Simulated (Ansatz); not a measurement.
Crystal: Fe.

```
Fe
1.0
    -1.44300    1.44300    1.44300
     1.44300   -1.44300    1.44300
     1.44300    1.44300   -1.44300
Fe
1
Direct
  0.00000 0.00000 0.00000
```

Base run:

```yaml
Program: Ansatz 0.2.0
Functional: PBEsol
Potentials_or_basis: all-electron LAPW, scalar-relativistic
Cutoff: 303 eV (chosen from the basis error)
Basis_error_allowed: 0.001 eV/atom
k_mesh: 13 × 13 × 13
Occupations: fermi-dirac, width 0.05 eV
Spin: collinear spin, ferromagnetic start
Starting_moments: "[3.0] μB"
```

Its results: band gap on the k mesh none (metal or under the smearing width); pressure -18.1 GPa.

Question: The run is repeated on the same cell with these changes: spin from collinear spin, ferromagnetic start to no spin polarisation. What comes out?

Answer: Band gap on the k mesh none (metal or under the smearing width); pressure -35.0 GPa.

Caveats: a pressure of tens of GPa on the cell as given is suspect, and the run, the potentials or the cell itself is likely at fault (some runs).
